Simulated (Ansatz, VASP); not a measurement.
CaO: VASP beside Ansatz

```
Ca O
1.0
     0.01177    2.35983    2.35983
     2.35983    0.01177    2.35983
     2.35983    2.35983    0.01177
Ca O
1 1
Cartesian
  0.0000 0.0000 0.0000
  2.3657 2.3657 2.3657
```

Change from the starting cell: equal xy, yz and zx engineering shears of +0.5 %.

Alike in both runs: functional LDA; k mesh 8 × 8 × 8; no spin polarisation.

Ansatz relaxed the structure, and its values are those at the end. VASP's run is a single point on that final structure, the one shown.

|  | VASP | Ansatz |
| --- | --- | --- |
| version | VASP 6.6.1 | Ansatz 0.2.0 |
| potentials or method | VASP PAW LDA potentials, release 64 (Ca_sv, O), cutoff 520 eV | all-electron LAPW, scalar-relativistic |
| occupations | gaussian, width 0.01 eV | fixed |

VASP gave:

- gap on the k mesh at the Fermi level (eV): 3.41
- pressure (GPa): 1.0

Problem. Estimate Ansatz's values.

Solution. gap on the k mesh at the Fermi level (eV): 3.44; pressure (GPa): 0.0.

Ansatz ran all-electron here, so the differences hold the error of VASP's frozen core and of both bases.

A k mesh can miss the band edges.
